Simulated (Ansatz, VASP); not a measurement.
## SiO2: VASP beside Ansatz

```
CELL_PARAMETERS angstrom
-2.47729 2.47729 3.65567
2.47729 -2.47729 3.65567
2.47729 2.47729 -3.65567
ATOMIC_POSITIONS crystal
Si 0.00000 0.00000 0.00000
Si 0.75000 0.25000 0.50000
O 0.37500 0.22179 0.34679
O 0.97179 0.62500 0.84679
O 0.77821 0.12500 0.15321
O 0.87500 0.02821 0.65321
```

The cell comes from a database or a generator and needn't be the stable form of this composition.

Alike in both runs: task single point; functional LDA; k mesh 6 × 6 × 6; occupations gaussian, width 0.1 eV; no spin polarisation.

|  | VASP | Ansatz |
| --- | --- | --- |
| version | VASP 6.6.1 | Ansatz 0.2.0 |
| potentials or method | VASP PAW LDA potentials, release 64 (Si, O) | scalar-relativistic, plane waves, PAW |
| plane-wave cutoff (eV) | 520 | 420 |
| valence electrons in the cell | 32 | 32 |

```csv
,VASP,Ansatz,Ansatz less VASP
gap on the k mesh at the Fermi level (eV),5.70,5.70,+0.001
least direct gap on the mesh (eV),5.70,5.70,+0.001
pressure (GPa),-1.0,-1.5,-0.53
rms of the force components (eV/Å),0.032,0.044,+0.0121
```

Atom by atom the forces differ by 0.012 eV/Å (rms over components).

A k mesh can miss the band edges.
